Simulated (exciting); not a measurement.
# Ag (R-3m) in exciting: reference runs

Reference runs on Ag: the cell as given.

Program: exciting (release sodium). These are calculated values, not measurements. Logs are shortened: lines on timing, memory, paths and dates and some standing lists are left out, and cuts for length are marked.

## (1) The crystal as given

The structure is trigonal, space group R-3m (No. 166). Conventional cell: a = 2.946 Å, b = 2.946 Å, c = 21.614 Å, α = 90.00°, β = 90.00°, γ = 120.00°. Ag (site symmetry 3m) has 12 Ag at 2.94 to 2.95 Å as nearest neighbours. Ag (site symmetry -3m) has 12 Ag at 2.94 to 2.95 Å as nearest neighbours.

This isn't the form of Ag at room conditions, which is fcc.

## (2) Single point, PBEsol

File input.xml:

```xml
<input>
  <title>Ag</title>
  <structure speciespath="./" tshift="false">
    <crystal scale="1">
      <basevect>2.783655707294 1.607144372012 13.614815323785</basevect>
      <basevect>-2.783655707294 1.607144372012 13.614815323785</basevect>
      <basevect>0.000000000000 -3.214288743836 13.614815323785</basevect>
    </crystal>
    <species speciesfile="Ag.xml" rmt="2.3">
      <atom coord="0.222281000000 0.222281000000 0.222281000000"/>
      <atom coord="0.777719000000 0.777719000000 0.777719000000"/>
      <atom coord="0.000000000000 0.000000000000 0.000000000000"/>
    </species>
  </structure>
  <groundstate do="fromscratch" ngridk="10 10 10" rgkmax="9" gmaxvr="14" lmaxapw="10" lmaxmat="10" lmaxvr="8" xctype="GGA_PBE_SOL" stype="Fermi Dirac" swidth="0.00183747" nempty="24" ValenceRelativity="iora*" epsengy="1e-05" epspot="1e-05" maxscl="60" tforce="true" outputlevel="normal"/>
</input>
```

Potentials or basis: all-electron LAPW+lo, shipped species files, valence relativity iora*.

Started as:

```console
OMP_NUM_THREADS=1 exciting_smp
```

INFO.OUT:

```text
================================================================================
EXCITING SODIUM started
[... 10 lines left out ...]

 Lattice vectors (cartesian) :
      2.7836557073      1.6071443720     13.6148153238
     -2.7836557073      1.6071443720     13.6148153238
      0.0000000000     -3.2142887438     13.6148153238

 Reciprocal lattice vectors (cartesian) :
      1.1285852073      0.6515889733      0.1538320611
     -1.1285852073      0.6515889733      0.1538320611
      0.0000000000     -1.3031779465      0.1538320611

 Unit cell volume                           :     365.4545859771
 Brillouin zone volume                      :       0.6787442899

 Species :    1 (Ag)
     parameters loaded from                 :    Ag.xml
     name                                   :    silver
     nuclear charge                         :     -47.00000000
     electronic charge                      :      47.00000000
     atomic mass                            :  196631.69970000
     muffin-tin radius                      :       2.30000000
     # of radial points in muffin-tin       :     400

     atomic positions (lattice) :
       1 :   0.22228100  0.22228100  0.22228100
       2 :   0.77771900  0.77771900  0.77771900
       3 :   0.00000000  0.00000000  0.00000000

 Total number of atoms per unit cell        :       3

 Spin treatment                             :    spin-unpolarised

 Number of Bravais lattice symmetries       :      12
 Number of crystal symmetries               :      12

 k-point grid                               :      10   10   10
 Total number of k-points                   :     116
 k-point set is reduced with crystal symmetries

 R^MT_min * |G+k|_max (rgkmax)              :       9.00000000
 Species with R^MT_min                      :       1 (Ag)
 Maximum |G+k| for APW functions            :       3.91304348
 Maximum |G| for potential and density      :      14.00000000

 G-vector grid sizes                        :      64    64    64
 Total number of G-vectors                  :   16963

 Maximum angular momentum used for
     APW functions                          :      10
     computing H and O matrix elements      :      10
     potential and density                  :       8
     inner part of muffin-tin               :       2

 Total nuclear charge                       :    -141.00000000
 Total electronic charge                    :     141.00000000
 Total core charge                          :      84.00000000
 Total valence charge                       :      57.00000000

 Number of empty states                     :      24
 Total number of valence states             :      53

 Maximum Hamiltonian size                   :     423
 Maximum number of plane-waves              :     384
 Total number of local-orbitals             :      39

 Exchange-correlation type                  :      22
     PBEsol, Phys. Rev. Lett. 100, 136406 (2008)
     Generalised gradient approximation (GGA)

[... 20 lines left out ...]
+ SCF iteration number :    1                                                  +
++++++++++++++++++++++++++++++++++++++++++++++++++++++++++++++++++++++++++++++++
 Total energy                               :    -15916.06133213
 _______________________________________________________________
 Fermi energy                               :         0.29091713
 Kinetic energy                             :     16697.20274376
 Coulomb energy                             :    -32173.28871239
 Exchange energy                            :      -431.44279289
 Correlation energy                         :        -8.53257061
[... 460 lines left out ...]
 RMS change in effective potential (target) :  0.595873E-08  ( 0.100000E-04)
 Absolute change in total energy   (target) :  0.550262E-05  ( 0.100000E-04)
 Charge distance                   (target) :  0.227933E-08  ( 0.100000E-04)
 Abs. change in max-nonIBS-force   (target) :  0.484276E-06  ( 0.500000E-04)

++++++++++++++++++++++++++++++++++++++++++++++++++++++++++++++++++++++++++++++++
| Convergency criteria checked for the last 2 iterations                       +
| Convergence targets achieved. Performing final SCF iteration                 +
++++++++++++++++++++++++++++++++++++++++++++++++++++++++++++++++++++++++++++++++
 Total energy                               :    -15944.38145602
 _______________________________________________________________
 Fermi energy                               :         0.26439390
 Kinetic energy                             :     16680.19080219
 Coulomb energy                             :    -32183.81511046
 Exchange energy                            :      -432.21798431
 Correlation energy                         :        -8.53916345

 DOS at Fermi energy (states/Ha/cell)       :        27.67003515

 Electron charges :
     core                                   :        84.00000000
     core leakage                           :         0.00000008
     valence                                :        57.00000000
     interstitial                           :         5.38253089
     charge in muffin-tin spheres :
                  atom     1    Ag          :        45.20590681
                  atom     2    Ag          :        45.20590681
                  atom     3    Ag          :        45.20565549
     total charge in muffin-tins            :       135.61746911
     total charge                           :       141.00000000

++++++++++++++++++++++++++++++++++++++++++++++++++++++++++++++++++++++++++++++++
+ Self-consistent loop stopped                                                 +
++++++++++++++++++++++++++++++++++++++++++++++++++++++++++++++++++++++++++++++++
 STATE.OUT is written

--------------------------------------------------------------------------------
- Writing atomic positions and forces                                          -
--------------------------------------------------------------------------------

 Atomic positions (lattice) :
 atom     1  Ag  :     0.22228100    0.22228100    0.22228100
 atom     2  Ag  :     0.77771900    0.77771900    0.77771900
 atom     3  Ag  :     0.00000000    0.00000000    0.00000000

 Total atomic forces including IBS (cartesian) :
 atom     1  Ag  :    -0.00000000    0.00000000    0.00004114
 atom     2  Ag  :     0.00000000   -0.00000000   -0.00004114
 atom     3  Ag  :     0.00000000    0.00000000    0.00000000

 Atomic force components including IBS (cartesian) :
 atom     1  Ag  :    -0.00000000    0.00000000    0.00207115   HF force
                 :     0.00000000   -0.00000000   -0.00182685   core correction
                 :     0.00000000   -0.00000000   -0.00020316   IBS correction
 atom     2  Ag  :     0.00000000   -0.00000000   -0.00207115   HF force
                 :    -0.00000000    0.00000000    0.00182685   core correction
                 :    -0.00000000    0.00000000    0.00020316   IBS correction
 atom     3  Ag  :     0.00000000   -0.00000000    0.00000000   HF force
                 :     0.00000000   -0.00000000    0.00000000   core correction
                 :    -0.00000000    0.00000000    0.00000000   IBS correction

********************************************************************************
[... 7 lines left out ...]
| EXCITING SODIUM stopped                                                      =
================================================================================
```

WARNINGS.OUT:

```text
Inversion symmetry is present. Consider using input%groundstate%solver%type = "inversionsymmetry"
```

It took 12 min on 1 thread of Arm Neoverse V1, shared host; peak memory 0.22 GiB.

Results:

```yaml
Free_energy: -433868.7306 eV
Band_gap_on_the_k_mesh: none (metal or under the smearing width)
All_electrons_inside_the_program's_atomic_spheres: Ag 45.21 (radii Ag 2.3 bohr)
```

Forces in eV/Å, atoms in the order of the input:
```
Ag   0.000  0.000  0.002
Ag   0.000  0.000 -0.002
Ag   0.000  0.000  0.000
```

Caveat: the log's total energy holds no entropy term; the free energy is that total less TS from the occupations.
